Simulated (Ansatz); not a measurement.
**SiC (F-43m) under several functionals**

**Experimental background.**

“On-Demand CMOS-Compatible Fabrication of Ultrathin Self-Aligned SiC Nanowire Arrays”, 2018, pmc:6267454 quotes, for a powder of SiC: lattice constant a 4.3589 Å.

Plane-wave DFT in Ansatz with scalar-relativistic PAW potentials. The same structure was relaxed (cell and atoms, symmetry kept) in separate runs at each level. No spin polarisation.

```tsv
level	cutoff (eV)	k mesh	V (Å³/atom)	a (Å)	gap (eV)
LDA	420	12×12×12	10.142	4.329	1.30
PBE+D3(BJ)	420	12×12×12	10.280	4.349	1.35
r2SCAN	500	12×12×12	10.334	4.356	1.71
PBE	420	12×12×12	10.502	4.380	1.37
```

Problem. Where does PBEsol (420 eV, k mesh 12×12×12) fall?

Solution. V (Å³/atom) 10.336, a (Å) 4.357, gap (eV) 1.24. Its volume is between those of r2SCAN and PBE. The usual order of volumes, LDA < PBEsol < PBE, holds here (10.142, 10.336, 10.502 Å³/atom). As a rule LDA overbinds; PBEsol, built on the gradient expansion of slowly varying densities, lies between LDA and PBE; PBE's stronger gradient term for exchange weakens bonds. Adding D3 to PBE changes the volume by -2.1 %; the term is attractive, so it pulls cells in. r2SCAN lies 1.6 % under PBE in volume. Each gap belongs to its own cell, so it mixes the functional's effect with that of the volume; gaps are the least found on the k mesh or on a band path.

For PBE: Against the measured lattice constant a of SiC, 4.3589 Å (powder; quoted in “On-Demand CMOS-Compatible Fabrication of Ultrathin Self-Aligned SiC Nanowire Arrays”, 2018, pmc:6267454), the calculated 4.380 Å is off by +0.5 %. The calculations are for 0 K without zero-point motion.